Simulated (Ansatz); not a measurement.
# HfSiO₄ — field gradients at the nuclei

The cell is a structure deposited in the COD, ions relaxed with PBE at fixed cell.

```cif
data_HfSiO4
_symmetry_space_group_name_H-M 'I4_1/amd:1'
_symmetry_Int_Tables_number 141
_cell_length_a 6.5725
_cell_length_b 6.5725
_cell_length_c 5.9632
_cell_angle_alpha 90.000
_cell_angle_beta 90.000
_cell_angle_gamma 90.000
loop_
_atom_site_label
_atom_site_type_symbol
_atom_site_symmetry_multiplicity
_atom_site_Wyckoff_symbol
_atom_site_fract_x
_atom_site_fract_y
_atom_site_fract_z
Hf Hf 4 a 0.0000 0.5000 0.2500
Si Si 4 b 0.5000 0.0000 0.2500
O O 16 h 0.5000 0.3147 0.8193
```

One atom of each set is listed; the run and its k-mesh use a cell of 12 atoms with edges of 5.52, 5.52, 5.52 Å.

Computed with Ansatz: DFT, PBE, plane waves and PAW (field gradients read without the response of the frozen cores, which leaves them typically 4 to 6 % off), scalar-relativistic, 420 eV cutoff, Γ-centred 5×5×5 k-points, Fermi–Dirac smearing 0.02 eV.

C_Q = eQV_zz/h, which is 24.18 MHz for Q = 1 b and V_zz = 10²¹ V/m²; η = (V_xx − V_yy)/V_zz. ν_Q = 3|C_Q|/[2I(2I − 1)].

177Hf: I = 7/2, Q = 3365 mb; O-17: I = 5/2, Q = -25.58 mb. Nuclear quadrupole moments: year-2017 set (Pyykkö).

**Question.** What field gradients does the calculation give at each kind of site?

**Answer.** 

| site | atoms | first shell | C_Q (MHz) | η | ν_Q (MHz) |
| --- | --- | --- | --- | --- | --- |
| Hf | 2 | 8 O at 2.11–2.26 Å | 1120 | 0.00 | 80.0 |
| O | 8 | 1 Si at 1.63 Å, 2 Hf at 2.11–2.26 Å | -3.07 | 0.85 | 0.460 |

An axis of threefold or higher order runs through Hf, so V_zz lies along it and η is zero.

Si has no stable isotope with a ground-state quadrupole moment in the table, so these sites are left out.

At this cell the PBE pressure is 7 GPa, so with PBE the cell would grow if it were relaxed. Without spin–orbit coupling the gradients at and beside Hf can be off by some per cent, at some sites by more.
